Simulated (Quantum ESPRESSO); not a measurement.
# MgS (Niningerite) (Fm-3m) in Quantum ESPRESSO: further runs, part 3 of 4

Quantum ESPRESSO 7.5. Earlier steps stand in the parts before.

## (4) Phonons, PBEsol

pw.in

```
&CONTROL
  calculation = 'scf'
  prefix = 'pwscf'
  outdir = './tmp'
  pseudo_dir = './pseudo'
  tprnfor = .true.
  tstress = .true.
  disk_io = 'low'
/
&SYSTEM
  ibrav = 0
  nat = 2
  ntyp = 2
  ecutwfc = 84
  nbnd = 14
  occupations = 'smearing'
  smearing = 'fd'
  degauss = 0.00367493
/
&ELECTRONS
  conv_thr = 4d-10
  electron_maxstep = 120
  mixing_beta = 0.5
/
ATOMIC_SPECIES
S     32.0600 S.upf
Mg    24.3050 Mg.upf
CELL_PARAMETERS angstrom
   0.0000000000    2.6016500000    2.6016500000
   2.6016500000    0.0000000000    2.6016500000
   2.6016500000    2.6016500000    0.0000000000
ATOMIC_POSITIONS crystal
S      0.5000000000    0.5000000000    0.5000000000
Mg     0.0000000000    0.0000000000    0.0000000000
K_POINTS automatic
6 6 6 1 1 1
```

relax.in

```
&CONTROL
  calculation = 'vc-relax'
  prefix = 'pwscf'
  outdir = './tmp'
  pseudo_dir = './pseudo'
  tprnfor = .true.
  tstress = .true.
  disk_io = 'low'
  nstep = 40
  forc_conv_thr = 0.0001
  etot_conv_thr = 1d-06
/
&SYSTEM
  ibrav = 0
  nat = 2
  ntyp = 2
  ecutwfc = 84
  nbnd = 14
  occupations = 'smearing'
  smearing = 'fd'
  degauss = 0.00367493
/
&ELECTRONS
  conv_thr = 4d-10
  electron_maxstep = 120
  mixing_beta = 0.5
/
&IONS
  ion_dynamics = 'bfgs'
/
&CELL
  cell_dynamics = 'bfgs'
  press = 0
  press_conv_thr = 0.2
/
ATOMIC_SPECIES
S     32.0600 S.upf
Mg    24.3050 Mg.upf
CELL_PARAMETERS angstrom
   0.0000000000    2.6016500000    2.6016500000
   2.6016500000    0.0000000000    2.6016500000
   2.6016500000    2.6016500000    0.0000000000
ATOMIC_POSITIONS crystal
S      0.5000000000    0.5000000000    0.5000000000
Mg     0.0000000000    0.0000000000    0.0000000000
K_POINTS automatic
6 6 6 1 1 1
```

scf2.in

```
&CONTROL
  calculation = 'scf'
  prefix = 'pwscf'
  outdir = './tmp'
  pseudo_dir = './pseudo'
  tprnfor = .true.
  tstress = .true.
  disk_io = 'low'
/
&SYSTEM
  ibrav = 0
  nat = 2
  ntyp = 2
  ecutwfc = 84
  nbnd = 14
  occupations = 'fixed'
/
&ELECTRONS
  conv_thr = 1d-13
  electron_maxstep = 120
  mixing_beta = 0.5
  startingpot = 'file'
  startingwfc = 'file'
/
ATOMIC_SPECIES
S     32.0600 S.upf
Mg    24.3050 Mg.upf
CELL_PARAMETERS angstrom
   0.0000000000    2.5916199988    2.5916199988
   2.5916199988    0.0000000000    2.5916199988
   2.5916199988    2.5916199988    0.0000000000
ATOMIC_POSITIONS crystal
S      0.5000000000    0.5000000000    0.5000000000
Mg     0.0000000000    0.0000000000    0.0000000000
K_POINTS automatic
6 6 6 1 1 1
```

ph.in

```
phonons of MgS
&INPUTPH
  prefix = 'pwscf'
  outdir = './tmp'
  tr2_ph = 1d-18
  fildyn = 'dyn'
  niter_ph = 90
  alpha_mix(1) = 0.7
  epsil = .true.
/
0.0000000000 0.0000000000 0.0000000000
```

dynmat.in

```
&INPUT
  fildyn = 'dyn'
  asr = 'crystal'
  lperm = .true.
  filout = 'dynmat.disp'
  fileig = 'dynmat.eig'
/
```

dynmat_lo.in

```
&INPUT
  fildyn = 'dyn'
  asr = 'crystal'
  filout = 'dynmat_lo.disp'
  fileig = 'dynmat_lo.eig'
  q(1) = 0
  q(2) = 0
  q(3) = 1
/
```

Potentials or basis: PseudoDojo 0.4.1 SR PBEsol standard.

The run is started by

```console
$ OMP_NUM_THREADS=1 mpirun -n 4 pw.x -nk 4 -in pw.in > pw.out
$ OMP_NUM_THREADS=1 mpirun -n 4 pw.x -nk 4 -in relax.in > relax.out
$ OMP_NUM_THREADS=1 mpirun -n 4 pw.x -nk 4 -in scf2.in > scf2.out
$ OMP_NUM_THREADS=1 mpirun -n 4 ph.x -nk 4 -in ph.in > ph.out
$ OMP_NUM_THREADS=1 mpirun -n 1 dynmat.x -in dynmat.in > dynmat.out
$ OMP_NUM_THREADS=1 mpirun -n 1 dynmat.x -in dynmat_lo.in > dynmat_lo.out
```

pw.out:

```text
This program is part of the open-source Quantum ESPRESSO suite
     for quantum simulation of materials; please cite
[... 6 lines left out ...]
     using ibrav=0 with symmetry is DISCOURAGED, use correct ibrav instead

     K-points division:     npool     =       4
     Subspace diagonalization in iterative solution of the eigenvalue problem:
     a serial algorithm will be used

     G-vector sticks info
     --------------------
     sticks:   dense  smooth     PW     G-vecs:    dense   smooth      PW
     Sum        1123    1123    337                24693    24693    4015

     Using Slab Decomposition

     bravais-lattice index     =            0
     lattice parameter (alat)  =       6.9528  a.u.
     unit-cell volume          =     237.6694 (a.u.)^3
     number of atoms/cell      =            2
     number of atomic types    =            2
     number of electrons       =        16.00
     number of Kohn-Sham states=           14
     kinetic-energy cutoff     =      84.0000  Ry
     charge density cutoff     =     336.0000  Ry
     scf convergence threshold =      4.0E-10
     mixing beta               =       0.5000
     number of iterations used =            8  plain     mixing
     Exchange-correlation= PBESOL
                           (   1   4  10   8   0   0   0)

     celldm(1)=   6.952848  celldm(2)=   0.000000  celldm(3)=   0.000000
     celldm(4)=   0.000000  celldm(5)=   0.000000  celldm(6)=   0.000000

     crystal axes: (cart. coord. in units of alat)
               a(1) = (   0.000000   0.707107   0.707107 )
               a(2) = (   0.707107   0.000000   0.707107 )
               a(3) = (   0.707107   0.707107   0.000000 )

     reciprocal axes: (cart. coord. in units 2 pi/alat)
               b(1) = ( -0.707107  0.707107  0.707107 )
               b(2) = (  0.707107 -0.707107  0.707107 )
               b(3) = (  0.707107  0.707107 -0.707107 )

     PseudoPot. # 1 for S  read from file:
     S.upf
     Pseudo is Norm-conserving + core correction, Zval =  6.0
     Generated using ONCVPSP code by D. R. Hamann
     Using radial grid of 1146 points,  6 beta functions with:
                l(1) =   0
                l(2) =   0
                l(3) =   1
                l(4) =   1
                l(5) =   2
                l(6) =   2

     PseudoPot. # 2 for Mg read from file:
     Mg.upf
     Pseudo is Norm-conserving, Zval = 10.0
     Generated using ONCVPSP code by D. R. Hamann
     Using radial grid of 1510 points,  4 beta functions with:
                l(1) =   0
                l(2) =   0
                l(3) =   1
                l(4) =   1

     atomic species   valence    mass     pseudopotential
     S                 6.00    32.06000     S ( 1.00)
     Mg               10.00    24.30500     Mg( 1.00)

     48 Sym. Ops., with inversion, found

   Cartesian axes

     site n.     atom                  positions (alat units)
         1        S      tau(   1) = (   0.7071068   0.7071068   0.7071068  )
         2        Mg     tau(   2) = (   0.0000000   0.0000000   0.0000000  )

     number of k points=    28  Fermi-Dirac smearing, width (Ry)=  0.0037
                       cart. coord. in units 2pi/alat
        k(    1) = (   0.0589256   0.0589256   0.0589256), wk =   0.0185185
        k(    2) = (   0.1767767   0.1767767  -0.0589256), wk =   0.0555556
        k(    3) = (   0.2946278   0.2946278  -0.1767767), wk =   0.0555556
        k(    4) = (  -0.2946278  -0.2946278   0.4124790), wk =   0.0555556
        k(    5) = (  -0.1767767  -0.1767767   0.2946278), wk =   0.0555556
        k(    6) = (  -0.0589256  -0.0589256   0.1767767), wk =   0.0555556
[... 20 lines left out ...]
        k(   27) = (   0.2946278   0.2946278   0.2946278), wk =   0.0185185
        k(   28) = (  -0.2946278  -0.2946278   0.8838835), wk =   0.0555556

     Dense  grid:    24693 G-vectors     FFT dimensions: (  45,  45,  45)

     Initial potential from superposition of free atoms

     starting charge      15.9992, renormalised to      16.0000
     Starting wfcs are    9 randomized atomic wfcs +    5 random wfcs

     Self-consistent Calculation

     iteration #  1     ecut=    84.00 Ry     beta= 0.50
     Davidson diagonalization with overlap
     ethr =  1.00E-02,  avg # of iterations =  7.1

     Threshold (ethr) on eigenvalues was too large:
     Diagonalizing with lowered threshold

     Davidson diagonalization with overlap
     ethr =  5.03E-04,  avg # of iterations =  1.4

     total energy              =    -140.84867440 Ry
     estimated scf accuracy    <       0.08029334 Ry
[... 43 lines left out ...]
     iteration #  8     ecut=    84.00 Ry     beta= 0.50
     Davidson diagonalization with overlap
     ethr =  1.17E-11,  avg # of iterations =  2.4

     End of self-consistent calculation

          k = 0.0589 0.0589 0.0589 (  3092 PWs)   bands (ev):

   -68.0907 -35.0344 -35.0340 -35.0340  -6.2982   5.7705   6.2640   6.2640
    10.3448  13.9446  14.2903  14.2903  16.1876  16.1876
[... 73 lines left out ...]
   -68.0902 -35.0398 -35.0366 -35.0364  -4.6972   2.1678   4.3570   4.6685
     9.3123  10.8846  17.5954  17.8873  19.2747  20.4602

          k =-0.5303 0.1768-0.0589 (  3092 PWs)   bands (ev):

   -68.0903 -35.0391 -35.0366 -35.0359  -4.9012   2.4696   4.1801   4.7998
    10.5388  12.1169  14.8491  16.5304  18.5652  21.0131

          k =-0.4125 0.0589 0.0589 (  3094 PWs)   bands (ev):
[... 51 lines left out ...]
   -68.0903 -35.0400 -35.0360 -35.0351  -4.9257   1.7721   4.5282   5.5022
    11.4739  12.6655  13.8560  16.1892  18.8559  19.0024

     the Fermi energy is     7.4882 ev

!    total energy              =    -140.86260881 Ry
     estimated scf accuracy    <          3.5E-11 Ry
     smearing contrib. (-TS)   =      -0.00000000 Ry
     internal energy E=F+TS    =    -140.86260881 Ry

     The total energy is F=E-TS. E is the sum of the following terms:
     one-electron contribution =     -86.46915534 Ry
     hartree contribution      =      44.33235436 Ry
     xc contribution           =     -22.01233130 Ry
     ewald contribution        =     -76.71347653 Ry

     convergence has been achieved in   8 iterations

     Forces acting on atoms (cartesian axes, Ry/au):

     atom    1 type  1   force =     0.00000000    0.00000000    0.00000000
     atom    2 type  2   force =     0.00000000    0.00000000    0.00000000

     Total force =     0.000000     Total SCF correction =     0.000000

     Computing stress (Cartesian axis) and pressure

          total   stress  (Ry/bohr**3)                   (kbar)     P=       -8.88
  -0.00006034  -0.00000000   0.00000000           -8.88       -0.00        0.00
  -0.00000000  -0.00006034  -0.00000000           -0.00       -8.88       -0.00
  -0.00000000   0.00000000  -0.00006034           -0.00        0.00       -8.88

=------------------------------------------------------------------------------=
   JOB DONE.
=------------------------------------------------------------------------------=
```

scf2.out:

```text
This program is part of the open-source Quantum ESPRESSO suite
     for quantum simulation of materials; please cite
[... 6 lines left out ...]
     using ibrav=0 with symmetry is DISCOURAGED, use correct ibrav instead

     K-points division:     npool     =       4
[... 293 lines left out ...]
  -0.00000035   0.00000000  -0.00000000           -0.05        0.00       -0.00
   0.00000000  -0.00000035  -0.00000000            0.00       -0.05       -0.00
  -0.00000000  -0.00000000  -0.00000035           -0.00       -0.00       -0.05

=------------------------------------------------------------------------------=
   JOB DONE.
=------------------------------------------------------------------------------=
```

Wall time 2.8 min (4 MPI ranks of Arm Neoverse V1, shared host); peak memory 0.44 GiB.

Results:

```
Free energy                                             : -1916.5345 eV
Relaxed volume                                          : 17.41 Å³/atom
Relaxed cell                                            : a = 3.665 Å, b = 3.665 Å, c = 3.665 Å, α = 60.00°, β = 60.00°, γ = 60.00°
Space group after relaxing (to 0.05 Å)                  : Fm-3m (No. 225)
Pressure after relaxing                                 : 0.0 GPa
Electronic dielectric tensor (diagonal)                 : 5.54
Born charges (mean of the diagonal)                     : S -2.32; Mg +2.32 e
Highest phonon frequency at Γ, LO-TO splitting left out : 243 cm⁻¹
Static dielectric tensor (diagonal)                     : 14.88
```

Step by step:
| step | energy change (eV) | largest force (eV/Å) | pressure (GPa) | volume (Å³) |
| --- | --- | --- | --- | --- |
| 1 | 0.0000 | 0.0000 | -0.89 | 35.22 |
| 2 | -0.0007 | 0.0000 | -0.55 | 35.06 |
| 3 | -0.0011 | 0.0000 | -0.02 | 34.82 |
| 4 | -0.0011 | 0.0000 | 0.00 | 34.81 |

Final structure:
```
S Mg
1.0
     0.00000    2.59162    2.59162
     2.59162    0.00000    2.59162
     2.59162    2.59162    0.00000
S Mg
1 1
Direct
  0.50000 0.50000 0.50000
  0.00000 0.00000 0.00000
```

Phonon frequencies in cm⁻¹ (negative: imaginary):
```tsv
q point	frequencies
(0.000, 0.000, 0.000)	11 11 11 243 243 243
```

Electronic dielectric tensor:
```
5.54 0.00 0.00
0.00 5.54 0.00
0.00 0.00 5.54
```

Born effective charge tensors (e):
atom 1, S
```
-2.32  0.00  0.00
 0.00 -2.32  0.00
 0.00  0.00 -2.32
```
atom 2, Mg
```
2.32 0.00 0.00
0.00 2.32 0.00
0.00 0.00 2.32
```

Optical modes at Γ, degenerate ones joined, polar ones without the macroscopic field:
```
cm⁻¹  components  symmetry  active in  IR intensity, summed ((D/Å)²/amu)
 242           3       T1u         IR                              26.90
```

Zone-centre frequencies without and with the macroscopic field along z (cm⁻¹):
|  | optical modes in rising order |
| --- | --- |
| without | 242 242 242 |
| with the field | 242 242 397 |

Static dielectric tensor, electrons and zone-centre modes:
```
14.88  0.00  0.00
 0.00 14.88  0.00
 0.00  0.00 14.88
```

[end of part 3 of 4]
